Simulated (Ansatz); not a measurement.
# Cr in Ansatz: convergence with k mesh

Input of the first run (k mesh 2 × 2 × 1); the others differ in this setting and in those tied to it:

Contents of input.yaml:

```yaml
crystal:
  lattice:
    - [2.714, 0.0, 0.0]
    - [-1.357, 2.3503929459, 0.0]
    - [0.0, 0.0, 4.41]
  atoms:
    - { symbol: Cr, position: [0.6666666667, 0.3333333333, 0.75], spin: 3.0 }
    - { symbol: Cr, position: [0.3333333333, 0.6666666667, 0.25], spin: 3.0 }
kpoints:
  mp_grid: { grid: [2, 2, 1] }
scf:
  occupations: { method: fermi_dirac, width: 0.05 }
hamiltonian:
  xc: pbe
  pseudopotentials: { kind: all_electron, lapw: { basis_error: 0.001 } }
magnetization:
  spin_polarized: true
output:
  forces: true
  stress: true
  eigenvalues: true
```

Potentials or basis: all-electron LAPW, scalar-relativistic.

The run is started by

```console
$ ansatz run input.yaml --threads 2 --pin off --max-ram 6144MiB --backend cpu --events-out ev --progress --plain --runs-dir out
```

This isn't the form of Cr at room conditions, which is bcc.

Hardware: 2 threads of Intel(R) Xeon(R) Processor @ 2.50GHz (Skylake/Cascade Lake), with other jobs on the host.

Problem. The values tried are 2 × 2 × 1, 4 × 4 × 2, 6 × 6 × 3, 7 × 7 × 4, 9 × 9 × 5, 11 × 11 × 6, 13 × 13 × 7, 16 × 16 × 9, loosest first. From which on does the pressure stay within 0.1 GPa of the tightest run that finished?

Solution. From 13 × 13 × 7 on.

```tsv
k mesh	energy less the tightest run, at zero smearing (meV/atom)	pressure (GPa)	absolute moment (μB)	SCF cycles	CPU time (s)	peak memory (GiB)
2 × 2 × 1	-81.50	-23.23	3.52	13	27	0.35
4 × 4 × 2	-38.50	-27.79	0.65	17	29	0.37
6 × 6 × 3	-9.67	-23.45	2.41	12	66	0.39
7 × 7 × 4	-6.26	-26.06	1.49	10	35	0.41
9 × 9 × 5	2.18	-25.40	1.71	14	140	0.49
11 × 11 × 6	0.69	-25.45	1.73	14	170	0.62
13 × 13 × 7	-0.42	-25.17	1.83	14	210	0.71
16 × 16 × 9	0.00	-25.24	1.80	14	370	1.1
```

Against the tightest run, the energy stays within 1 meV/atom from 11 × 11 × 6 on. Not settled before the last step: the absolute moment (to 0.02 μB). Meshes of other sizes hit other points, so gaps and Fermi surfaces needn't settle smoothly. The tightest run that finished is the yardstick and may itself not be fully converged.

Caveat, for the tightest run too: so large a pressure means that the cell lies far from this level's equilibrium, or that cutoff or potentials fall short.
